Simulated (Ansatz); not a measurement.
## MoTe2 and the effect of the functional

```
CELL_PARAMETERS angstrom
6.33000 0.00000 0.00000
0.00000 3.46900 0.00000
-0.94679 0.00000 13.82762
ATOMIC_POSITIONS crystal
Te 0.94370 0.75000 0.60450
Te 0.05630 0.25000 0.39550
Te 0.90300 0.25000 0.85140
Te 0.09700 0.75000 0.14860
Te 0.41120 0.75000 0.89550
Te 0.58880 0.25000 0.10450
Te 0.44320 0.25000 0.64840
Te 0.55680 0.75000 0.35160
Mo 0.81670 0.75000 0.99260
Mo 0.18330 0.25000 0.00740
Mo 0.68190 0.25000 0.49340
Mo 0.31810 0.75000 0.50660
```

Kept alike: task band structure; k mesh 3 × 6 × 2; occupations fermi-dirac, width 0.05 eV; no spin polarisation. Program: Ansatz, Ansatz PAW, cutoff 420 eV. The mesh is that of the run's cell of 12 atoms. No spin-orbit coupling.

| functional | pressure (GPa) |
| --- | --- |
| BLYP | 8.59 |
| LDA | -3.32 |
| PBEsol | -1.43 |

Pressure is positive in compression, with a Pulay correction for the finite cutoff. For a metal such a mesh leaves the last digits unconverged. All rows use potentials made for PBE.

Question: What does the functional change here?

Answer: The pressure runs from -3.32 (LDA) to 8.59 GPa (BLYP).
